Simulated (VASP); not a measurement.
## AlNi: equation of state with PBE+D3(BJ)

Crystal: AlNi.

```
Ni Al
1.0
     2.85776    0.00000    0.00000
     0.00000    2.85776    0.00000
     0.00000    0.00000    2.85776
Ni Al
1 1
Cartesian
  1.4289 1.4289 1.4289
  0.0000 0.0000 0.0000
```

```yaml
Program: VASP 6.6.1
Task: equation of state
Functional: PBE
Dispersion: D3(BJ)
Potentials_or_basis: VASP PAW PBE potentials, release 64 (Ni, Al)
Cutoff: 520 eV
k_mesh: 8 × 8 × 8
Occupations: fermi-dirac, width 0.05 eV
Spin: collinear spin, ferromagnetic start
Starting_moments: "[1.0, 0.0] μB"
Ladder: gaps
Further_INCAR_settings: ALGO = Fast; EDIFF = 1e-07
```

```
Equilibrium volume                      : 11.67 Å³/atom
Bulk modulus                            : 173 GPa
Pressure derivative of the bulk modulus : 4.4 (rough: it moves with the points fitted)
```

Energy against volume, from the lowest point:
```
volume (Å³/atom)  energy (meV/atom)
          11.203              10.99
          11.436               2.68
          11.669               0.00
          11.903               2.38
          12.136               9.30
```

All runs of the series together: 68 s on 1 thread of Intel(R) Xeon(R) Platinum 8488C (Sapphire Rapids) (shared host).
